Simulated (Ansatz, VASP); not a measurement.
# Two plane-wave programs on Co

INCAR

```
SYSTEM = Co
  ALGO = Normal
  EDIFF = 1E-7
  ENCUT = 520
  GGA = PS
  ISIF = 2
  ISMEAR = -1
  LASPH = .True.
  LCHARG = .False.
  LREAL = .False.
  LWAVE = .False.
  NBANDS = 26
  NELM = 100
  PREC = Accurate
  SIGMA = 0.1
```

Contents of KPOINTS:

```
k-points
0
Gamma
  17 17 5
  0 0 0
```

The input POSCAR:

```
Co
1.0
    2.4462291186      0.0000000000      0.0000000000
   -1.2231145593      2.1184965601      0.0000000000
    0.0000000000      0.0000000000      7.9628537526
Co
4
Direct
    1.0000000000      1.0000000000      1.0000000000
    1.0000000000      1.0000000000      0.5000000000
    0.3333333333      0.6666666667      0.2500000000
    0.6666666667      0.3333333333      0.7500000000
```

Input for Ansatz:

```yaml
crystal:
  lattice:
    - [2.4462291186, 0.0, 0.0]
    - [-1.2231145593, 2.1184965601, 0.0]
    - [0.0, 0.0, 7.9628537526]
  atoms:
    - { symbol: Co, position: [1.0, 1.0, 1.0] }
    - { symbol: Co, position: [1.0, 1.0, 0.5] }
    - { symbol: Co, position: [0.3333333333, 0.6666666667, 0.25] }
    - { symbol: Co, position: [0.6666666667, 0.3333333333, 0.75] }
hamiltonian:
  xc: pbesol
  pseudopotentials:
    kind: paw
    azcp:
      Co: "pseudopotentials/Co.paw.azcp"
basis:
  ecutwfc: 420
  fft_grid_basis: typed
kpoints:
  mp_grid: { grid: [17, 17, 5], shift: [0, 0, 0] }
magnetization:
  spin_polarized: false
scf:
  occupations: { method: fermi_dirac, width: 0.1 }
  lower_state_search: "off"
output:
  stress: true
  write_density: true
  write_potential: true
  elf: true
  volumetric_format: npy
```

Alike in both runs: task single point; functional PBEsol; k mesh 17 × 17 × 5; occupations fermi-dirac, width 0.1 eV; no spin polarisation.

|  | VASP | Ansatz |
| --- | --- | --- |
| version | VASP 6.6.1 | Ansatz 0.2.0 |
| potentials or method | VASP PAW PBE potentials, release 64 (Co) | plane waves (420 eV) with PAW, scalar-relativistic |
| plane-wave cutoff (eV) | 520 | 420 |
| valence electrons in the cell | 36 | 68 |

Ansatz gave:

| Item | Value |
| --- | --- |
| pressure (GPa) | -10.2 |
| largest component of the traceless stress (GPa) | 0.06 |

Task: Estimate VASP's values.

Result: Pressure (GPa): -11.0; largest component of the traceless stress (GPa): 0.07.

The two sets of potentials don't hold the same shells in valence. Ansatz warned: «pseudo_functional_mismatch».

Caveats: the PAW data sets were made with another functional, which shifts forces and pressure a little (VASP); the run has no spin polarisation, though such a crystal can be magnetic. Spin polarisation is off, so any magnetic state and its effect on volume and gap are missing.
